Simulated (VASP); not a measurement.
# Dielectric function of RbBr, part 3 of 3

What does the band structure of RbBr give for its optical response? The cell is of the rock-salt type, one of the forms listed for this formula. The start is a cell from a database of measured crystal structures.

VASP 6.6.1, plane waves and PAW; the level of theory is named at each step.

So far, gap on the k-mesh (eV): step 2 (ground state) 4.36. Also mean electronic dielectric tensor with local fields: step 4 (static response with local fields) 2.55.

The database entry behind the starting cell differs from later determinations by our own check (about 0.5 % short), so it need not match the best structure at ambient conditions.

## Step 5: Spectrum at r2SCAN

This step: r2SCAN; plane waves and PAW (Rb_sv, Br) (VASP 6.6.1).

The spectrum is made again with r2SCAN.

Contents of INCAR:

```
SYSTEM = RbBr
PREC = Accurate
ENCUT = 400
EDIFF = 1E-07
NELM = 100
ISMEAR = 0
SIGMA = 0.05
LREAL = .FALSE.
ALGO = Normal
METAGGA = R2SCAN
LASPH = .TRUE.
NBANDS = 44
LWAVE = .FALSE.
LCHARG = .FALSE.
KPAR = 4
LOPTICS = .TRUE.
NEDOS = 2000
CSHIFT = 0.15
```

Contents of POSCAR:

```
RbBr
1.0
    0.0000000000      3.4270000000      3.4270000000
    3.4270000000      0.0000000000      3.4270000000
    3.4270000000      3.4270000000      0.0000000000
Rb Br
1 1
Direct
    0.0000000000      0.0000000000      0.0000000000
    0.5000000000      0.5000000000      0.5000000000
```

Contents of KPOINTS:

```
Automatic mesh
0
Gamma
9 9 9
0 0 0
```

Potentials, in the order of the species: Rb_sv and Br (PBE family, release 64).

Command:

```bash
mpirun -np 4 vasp_std
```

The program printed:

```text
[banner, memory and clock lines left out]
running    4 mpi-ranks, on    1 nodes
 distrk:  each k-point on    1 cores,    4 groups
 distr:  one band on    1 cores,    1 groups

 POSCAR found type information on POSCAR RbBr
 POSCAR found :  2 types and       2 ions
|                                                                             |
|               ----> ADVICE to this user running VASP <----                  |
|                                                                             |
|     You enforced a specific xc type in the INCAR file but a different       |
|     [... a line on the potential file left out ...]
|     I HOPE YOU KNOW WHAT YOU ARE DOING!                                     |
|                                                                             |

 LDA part: xc-table for (None), standard interpolation
 POSCAR, INCAR and KPOINTS ok, starting setup
 FFT: planning ... GRIDC
 FFT: planning ... GRID_SOFT
 FFT: planning ... GRID
 WAVECAR not read
 entering main loop
       N       E                     dE             d eps       ncg     rms          rms(c)
DAV:   1     0.377711524428E+02    0.37771E+02   -0.44076E+03  3080   0.256E+02
DAV:   2    -0.326909730381E+02   -0.70462E+02   -0.65975E+02  3800   0.821E+01
DAV:   3    -0.356746075447E+02   -0.29836E+01   -0.29470E+01  3892   0.142E+01
DAV:   4    -0.357238074128E+02   -0.49200E-01   -0.49150E-01  3772   0.161E+00
DAV:   5    -0.357245755208E+02   -0.76811E-03   -0.76809E-03  3684   0.193E-01    0.233E+00
DAV:   6    -0.311705542435E+02    0.45540E+01   -0.50303E-01  4412   0.210E+00    0.179E+00
DAV:   7    -0.311392701137E+02    0.31284E-01   -0.77287E-02  3732   0.109E+00    0.737E-01
DAV:   8    -0.311437528312E+02   -0.44827E-02   -0.72512E-03  3624   0.276E-01    0.526E-01
DAV:   9    -0.311515547715E+02   -0.78019E-02   -0.64654E-03  3268   0.260E-01    0.170E-01
DAV:  10    -0.311514125951E+02    0.14218E-03   -0.19484E-04  3636   0.410E-02    0.790E-02
DAV:  11    -0.311515120183E+02   -0.99423E-04   -0.58440E-05  3428   0.241E-02    0.116E-02
DAV:  12    -0.311515118254E+02    0.19286E-06   -0.29357E-06  3796   0.475E-03    0.349E-03
DAV:  13    -0.311515124893E+02   -0.66390E-06   -0.21235E-07  3584   0.121E-03    0.286E-03
DAV:  14    -0.311515130678E+02   -0.57842E-06   -0.20487E-07  3424   0.143E-03    0.495E-04
DAV:  15    -0.311515130364E+02    0.31392E-07   -0.46689E-09  3440   0.198E-04
   1 F= -.31151513E+02 E0= -.31151513E+02  d E =-.578464E-11
 optical routines
 imaginary and real dielectric function
 direction            1
 direction            2
 direction            3
```

Elapsed: 2.2 min, on 4 MPI ranks of AMD EPYC 7R43, shared host; peak memory 0.76 GiB; 8.9 min of CPU time.

From OUTCAR (step 5):

```text
   NELECT =      16.0000    total number of electrons

 E-fermi :  -1.9534

 k-point     1 :       0.0000    0.0000    0.0000
  band No.  band energies     occupation
    ...
      4     -10.8423      2.00000
      5     -10.8423      2.00000
      6      -2.1586      2.00000
      7      -2.1586      2.00000
      8      -2.1586      2.00000
      9       2.8110      0.00000
     10       5.7221      0.00000
     11       5.7221      0.00000
     12       5.7221      0.00000
     13       6.7921      0.00000
    ...

  Total        0.2360340      0.2360340      0.2360340     -0.0000000     -0.0000000      0.0000000
  in kB        4.6979980      4.6979980      4.6979980     -0.0000000     -0.0000000      0.0000000
  external PRESSURE =       4.6979980 kB  Pullay stress =       0.0000000 kB

 POSITION                                       TOTAL-FORCE (eV/Angst)
 -----------------------------------------------------------------------------------
      0.00000      0.00000      0.00000        -0.000000     -0.000000     -0.000000
      3.42700      3.42700      3.42700         0.000000      0.000000      0.000000
 -----------------------------------------------------------------------------------
    total drift:                                0.000000     -0.000000     -0.000000

  FREE ENERGIE OF THE ION-ELECTRON SYSTEM (eV)
  ---------------------------------------------------
  free  energy   TOTEN  =       -31.1515130364 eV

  energy  without entropy=      -31.1515130364  energy(sigma->0) =      -31.15151304

 plasma frequency squared (from intraband transitions) (eV^2)
  --------------------------------------------------------------------------------------
       0.000       0.000       0.000
       0.000       0.000       0.000
      -0.000      -0.000       0.000

[... 8 parts as in an earlier step ...]

[... 8 further parts left out ...]
```

The PAW data sets were made with PBE, which is usual practice but a small mismatch for other functionals.

This step gave:

* free energy (TOTEN): -31.15 eV
* Fermi energy: -1.953 eV
* pressure: 0.4698 GPa
* gap on the k-mesh: 4.970 eV
* least direct gap on the k-mesh: 4.970 eV

The imaginary dielectric function, xx has structure finer than the step of the table below, so its rows give means over 0.5 eV, whole bins alone (the curve runs from 0 to 25.0 eV). Peaks (eV: height): 7.68: 3.60, 9.99: 3.73, 15.46: 2.26, 18.50: 2.16, 20.71: 1.64.

Absorption under the direct gap is the tail of the CSHIFT broadening, and fine structure depends on the mesh. Table of imaginary dielectric function, xx by photon energy; means over each step:

```tsv
photon energy (eV)	imaginary dielectric function, xx
0.5	0.00282
1.0	0.00581
1.5	0.00910
2.0	0.0129
2.5	0.0177
3.0	0.0239
3.5	0.0328
4.0	0.0472
4.5	0.0793
5.0	0.228
5.5	0.528
6.0	0.919
6.5	1.61
7.0	2.39
7.5	3.26
8.0	2.64
8.5	1.84
9.0	1.55
9.5	2.83
10.0	3.62
10.5	3.01
11.0	1.98
11.5	1.20
12.0	0.885
12.5	0.984
13.0	0.924
13.5	0.893
14.0	0.611
14.5	0.819
15.0	1.76
15.5	2.08
16.0	1.76
16.5	1.45
17.0	0.986
17.5	0.906
18.0	1.52
18.5	2.07
19.0	1.84
19.5	1.28
20.0	1.07
20.5	1.44
21.0	1.16
21.5	0.873
22.0	0.735
22.5	0.452
23.0	0.388
23.5	0.467
24.0	0.398
24.5	0.349
```

Table of real dielectric function, xx by photon energy:

photon energy (eV), real dielectric function, xx and a bar from the least value:
```
      0.0       2.63 ###################
      0.5       2.63 ###################
      1.0       2.65 ###################
      1.5       2.67 ###################
      2.0       2.71 ###################
      2.5       2.76 ###################
      3.0       2.83 ####################
      3.5       2.92 ####################
      4.0       3.05 #####################
      4.5       3.24 ######################
      5.0       3.55 ########################
      5.5       3.64 #########################
      6.0       3.97 ###########################
      6.5       4.42 ##############################
      7.0       3.75 ##########################
      7.5       3.18 ######################
      8.0       1.66 ############
      8.5       1.63 ############
      9.0       2.55 ##################
      9.5       3.01 #####################
     10.0       1.52 ############
     10.5       0.31 ####
     11.0      -0.12 #
     11.5       0.28 ####
     12.0       0.66 ######
     12.5       0.88 #######
     13.0       1.08 #########
     13.5       0.92 ########
     14.0       1.30 ##########
     14.5       1.94 ##############
     15.0       2.11 ###############
     15.5       0.97 ########
     16.0       0.87 #######
     16.5       0.52 #####
     17.0       0.62 ######
     17.5       1.09 #########
     18.0       1.39 ###########
     18.5       0.87 #######
     19.0       0.16 ###
     19.5       0.04 ##
     20.0       0.38 ####
     20.5       0.46 #####
     21.0      -0.29 
     21.5       0.07 ##
     22.0      -0.22 
     22.5      -0.03 ##
     23.0       0.23 ###
     23.5       0.25 ###
     24.0       0.18 ###
     24.5       0.24 ###
```

## Step 6: Spectrum at LDA

This step: LDA; plane waves and PAW (Rb_sv, Br) (VASP 6.6.1).

The spectrum is made again with LDA.

Edit INCAR of step 5 so:

```diff
@@ -9,4 +9,3 @@
 ALGO = Normal
-METAGGA = R2SCAN
-LASPH = .TRUE.
+GGA = CA
 NBANDS = 44
```

POSCAR is that of step 5.

KPOINTS is that of step 5.

Command:

```bash
mpirun -np 4 vasp_std
```

The program printed:

```text
[banner, memory and clock lines left out]
running    4 mpi-ranks, on    1 nodes
 distrk:  each k-point on    1 cores,    4 groups
 distr:  one band on    1 cores,    1 groups

 POSCAR found type information on POSCAR RbBr
 POSCAR found :  2 types and       2 ions
 [... a notice as in an earlier step ...]

 LDA part: xc-table for (Slater(with rela. corr.)+CA(PZ))
 , standard interpolation
 POSCAR, INCAR and KPOINTS ok, starting setup
 FFT: planning ... GRIDC
 FFT: planning ... GRID_SOFT
 FFT: planning ... GRID
 WAVECAR not read
 entering main loop
       N       E                     dE             d eps       ncg     rms          rms(c)
DAV:   1     0.645135847324E+02    0.64514E+02   -0.43047E+03  3080   0.250E+02
DAV:   2    -0.403953487489E+01   -0.68553E+02   -0.64168E+02  3784   0.798E+01
DAV:   3    -0.693569349823E+01   -0.28962E+01   -0.28626E+01  3820   0.138E+01
DAV:   4    -0.698867587670E+01   -0.52982E-01   -0.52935E-01  3908   0.160E+00
DAV:   5    -0.698952620894E+01   -0.85033E-03   -0.85030E-03  3680   0.172E-01    0.255E+00
DAV:   6    -0.677878500320E+01    0.21074E+00   -0.28274E-02  3680   0.791E-01    0.158E+00
DAV:   7    -0.675178134943E+01    0.27004E-01   -0.21018E-02  3760   0.519E-01    0.945E-01
DAV:   8    -0.675286409862E+01   -0.10827E-02   -0.42791E-03  3632   0.169E-01    0.243E-01
DAV:   9    -0.675259852003E+01    0.26558E-03   -0.20630E-04  3668   0.380E-02    0.691E-02
DAV:  10    -0.675264723477E+01   -0.48715E-04   -0.50116E-05  3588   0.196E-02    0.101E-02
DAV:  11    -0.675264700805E+01    0.22672E-06   -0.25514E-06  3916   0.400E-03    0.964E-03
DAV:  12    -0.675264770590E+01   -0.69785E-06   -0.76690E-07  3688   0.250E-03    0.140E-03
DAV:  13    -0.675264769828E+01    0.76227E-08   -0.11778E-07  3796   0.856E-04
   1 F= -.67526477E+01 E0= -.67526477E+01  d E =-.117396E-10
 optical routines
 imaginary and real dielectric function
 recalculating local potential from charge density
 direction            1
 direction            2
 direction            3
```

It took 30 s on 4 MPI ranks; peak memory 0.72 GiB.

From OUTCAR (step 6):

```text
   NELECT =      16.0000    total number of electrons

 E-fermi :  -1.8298

 k-point     1 :       0.0000    0.0000    0.0000
  band No.  band energies     occupation
    ...
      4     -10.4463      2.00000
      5     -10.4463      2.00000
      6      -2.0307      2.00000
      7      -2.0307      2.00000
      8      -2.0307      2.00000
      9       1.9307      0.00000
     10       4.9899      0.00000
     11       4.9899      0.00000
     12       4.9899      0.00000
     13       5.9350      0.00000
    ...

  Total       -0.6034785     -0.6034785     -0.6034785     -0.0000000      0.0000000     -0.0000000
  in kB      -12.0115776    -12.0115776    -12.0115776     -0.0000000      0.0000000     -0.0000000
  external PRESSURE =     -12.0115776 kB  Pullay stress =       0.0000000 kB

  FREE ENERGIE OF THE ION-ELECTRON SYSTEM (eV)
  ---------------------------------------------------
  free  energy   TOTEN  =        -6.7526476983 eV

  energy  without entropy=       -6.7526476983  energy(sigma->0) =       -6.75264770

 plasma frequency squared (from intraband transitions) (eV^2)
  --------------------------------------------------------------------------------------
       0.000       0.000       0.000
      -0.000       0.000      -0.000
       0.000      -0.000       0.000

[... 9 parts as in an earlier step ...]

[... 8 further parts left out ...]
```

The PAW data sets were made with PBE, though LDA sets exist; this is a small mismatch.

Numbers from this step:

```
free energy (TOTEN)            : -6.753 eV
Fermi energy                   : -1.830 eV
pressure                       : -1.201 GPa
gap on the k-mesh              : 3.961 eV
least direct gap on the k-mesh : 3.961 eV
```

The imaginary dielectric function, xx has structure finer than the step of the table below, so its rows give means over 1 eV, whole bins alone (the curve runs from 0 to 25.0 eV). Peaks (eV: height): 6.9: 4.18, 9.0: 4.04, 14.5: 2.37, 17.3: 2.16, 19.3: 1.73.

Absorption under the direct gap is the tail of the CSHIFT broadening, and fine structure depends on the mesh. Table of imaginary dielectric function, xx by photon energy; means over each step:

```tsv
photon energy (eV)	imaginary dielectric function, xx
1	0.00982
2	0.0233
3	0.0520
4	0.322
5	0.930
6	2.49
7	3.31
8	2.14
9	3.68
10	2.08
11	1.00
12	0.918
13	0.649
14	1.62
15	1.96
16	1.15
17	1.88
18	1.57
19	1.33
20	0.950
21	0.568
22	0.397
23	0.365
24	0.252
```

Table of real dielectric function, xx by photon energy:

```tsv
photon energy (eV)	real dielectric function, xx
0	2.95
1	2.98
2	3.08
3	3.31
4	3.84
5	4.20
6	4.12
7	1.59
8	2.40
9	1.30
10	-0.215
11	0.561
12	0.983
13	1.28
14	2.40
15	0.742
16	0.774
17	1.18
18	-0.103
19	0.505
20	-0.174
21	-0.100
22	0.268
23	0.265
24	0.297
```

## Step 7: Outcome

```yaml
pbe_independent_particles: eps xx at zero frequency 2.81, centre of weight of eps2 xx, over the range kept, at 12.39 eV, mesh 9×9×9
r2scan_independent_particles: eps xx at zero frequency 2.63, centre of weight of eps2 xx, over the range kept, at 13.22 eV, mesh 9×9×9
lda_independent_particles: eps xx at zero frequency 2.95, centre of weight of eps2 xx, over the range kept, at 12.05 eV, mesh 9×9×9
pbe_with_local_fields: eps 2.55, 2.55, 2.55
```

In words: Local fields, and the bands above those summed, take the mean static value from 2.81 to 2.55. Excitons and quasiparticle shifts are absent, so the onset can't be set against measurement and its shape can differ. Spin-orbit coupling is left out; with Rb and Br in the cell it can split or shift band edges, by an amount that depends on which atoms form them and isn't tested here.

[Lines on the potential files, build, host, timing and source positions are cut from VASP's logs without a mark.]

[Logs are printed without paths, hosts, clocks, repeated set-up lines and the standing remarks that a program may print on its own settings, such as how far it seeks lower states.]

[Hosts, paths, dates, database ids (printed as entryN), source tags and the programs' standing remarks are cut or masked in the printed files.]
